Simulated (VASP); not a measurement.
A run of VASP 6.6.1:

File INCAR:

```
  PREC = Accurate
  ENCUT = 650
  EDIFF = 1E-7
  ISMEAR = 1
  SIGMA = 0.1
  LREAL = Auto
  LASPH = T
  NELM = 120
  ALGO = Fast
  ISIF = 2
  LWAVE = F
  LCHARG = F
  GGA = PE
  NBANDS = 160
  NCORE = 1
  KPAR = 2
```

File KPOINTS:

```
regular mesh
0
Gamma
  3 3 3
```

POSCAR

```
Al
1.0
    0.0000000000      8.0992200000      8.0992200000
    8.0992200000      0.0000000000      8.0992200000
    8.0992200000      8.0992200000      0.0000000000
Al
64
Direct
    0.0000000000      0.0000000000      0.0000000000
    0.0000000000      0.0000000000      0.2500000000
    0.0000000000      0.0000000000      0.5000000000
    0.0000000000      0.0000000000      0.7500000000
    0.0000000000      0.2500000000      0.0000000000
    0.0000000000      0.2500000000      0.2500000000
    0.0000000000      0.2500000000      0.5000000000
    0.0000000000      0.2500000000      0.7500000000
    0.0000000000      0.5000000000      0.0000000000
    0.0000000000      0.5000000000      0.2500000000
    0.0000000000      0.5000000000      0.5000000000
    0.0000000000      0.5000000000      0.7500000000
    0.0000000000      0.7500000000      0.0000000000
    0.0000000000      0.7500000000      0.2500000000
    0.0000000000      0.7500000000      0.5000000000
    0.0000000000      0.7500000000      0.7500000000
    0.2500000000      0.0000000000      0.0000000000
    0.2500000000      0.0000000000      0.2500000000
    0.2500000000      0.0000000000      0.5000000000
    0.2500000000      0.0000000000      0.7500000000
    0.2500000000      0.2500000000      0.0000000000
    0.2500000000      0.2500000000      0.2500000000
    0.2500000000      0.2500000000      0.5000000000
    0.2500000000      0.2500000000      0.7500000000
    0.2500000000      0.5000000000      0.0000000000
    0.2500000000      0.5000000000      0.2500000000
    0.2500000000      0.5000000000      0.5000000000
    0.2500000000      0.5000000000      0.7500000000
    0.2500000000      0.7500000000      0.0000000000
    0.2500000000      0.7500000000      0.2500000000
    0.2500000000      0.7500000000      0.5000000000
    0.2500000000      0.7500000000      0.7500000000
    0.5000000000      0.0000000000      0.0000000000
    0.5000000000      0.0000000000      0.2500000000
    0.5000000000      0.0000000000      0.5000000000
    0.5000000000      0.0000000000      0.7500000000
    0.5000000000      0.2500000000      0.0000000000
    0.5000000000      0.2500000000      0.2500000000
    0.5000000000      0.2500000000      0.5000000000
    0.5000000000      0.2500000000      0.7500000000
    0.5000000000      0.5000000000      0.0000000000
    0.5000000000      0.5000000000      0.2500000000
    0.5000000000      0.5000000000      0.5000000000
    0.5000000000      0.5000000000      0.7500000000
    0.5000000000      0.7500000000      0.0000000000
    0.5000000000      0.7500000000      0.2500000000
    0.5000000000      0.7500000000      0.5000000000
    0.5000000000      0.7500000000      0.7500000000
    0.7500000000      0.0000000000      0.0000000000
    0.7500000000      0.0000000000      0.2500000000
    0.7500000000      0.0000000000      0.5000000000
    0.7500000000      0.0000000000      0.7500000000
    0.7500000000      0.2500000000      0.0000000000
    0.7500000000      0.2500000000      0.2500000000
    0.7500000000      0.2500000000      0.5000000000
    0.7500000000      0.2500000000      0.7500000000
    0.7500000000      0.5000000000      0.0000000000
    0.7500000000      0.5000000000      0.2500000000
    0.7500000000      0.5000000000      0.5000000000
    0.7500000000      0.5000000000      0.7500000000
    0.7500000000      0.7500000000      0.0000000000
    0.7500000000      0.7500000000      0.2500000000
    0.7500000000      0.7500000000      0.5000000000
    0.7500000000      0.7500000000      0.7500000000
```

Potentials or basis: VASP PAW PBE potentials, release 64 (Al).

Command:

```console
$ cat potpaw_PBE.64/Al/POTCAR > POTCAR
$ mpirun -np 4 vasp_std > vasp.out
```

Hardware: 4 MPI ranks on Intel(R) Xeon(R) 6975P-C (Granite Rapids), with other jobs on the host.

**Question.** Estimate the wall time of this run.

**Answer.** It took 7.7 min on 4 MPI ranks on Intel(R) Xeon(R) 6975P-C (Granite Rapids), with other jobs on the host, peak memory 1.1 GiB a rank. Counts: scf iterations 17, k points 4.
